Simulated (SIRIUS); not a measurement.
The system is MgB2.

```
CELL_PARAMETERS angstrom
3.08500 0.00000 0.00000
-1.54250 2.67169 0.00000
0.00000 0.00000 3.52300
ATOMIC_POSITIONS crystal
Mg 0.00000 0.00000 0.00000
B 0.66667 0.33333 0.50000
B 0.33333 0.66667 0.50000
```

Base run:

| Quantity | Value |
| --- | --- |
| Program | SIRIUS 7.10.0 |
| Functional | PBE |
| Potentials or basis | JTH 2.0 PBE (PAW) |
| Cutoff | 557 eV |
| Density cutoff | 5442 eV |
| k mesh | 10 × 10 × 8 |
| Occupations | fermi-dirac, width 0.05 eV |
| Spin | no spin polarisation |

Its results: band gap on the k mesh none (metal or under the smearing width); pressure -0.4 GPa.

Q: The run is repeated on the same cell with these changes: potentials or basis from JTH 2.0 PBE (PAW) to GBRV 1.5 PBE (ultrasoft). What comes out?

A: Band gap on the k mesh none (metal or under the smearing width); pressure -1.1 GPa.

Not every run made on this cell is shown here.
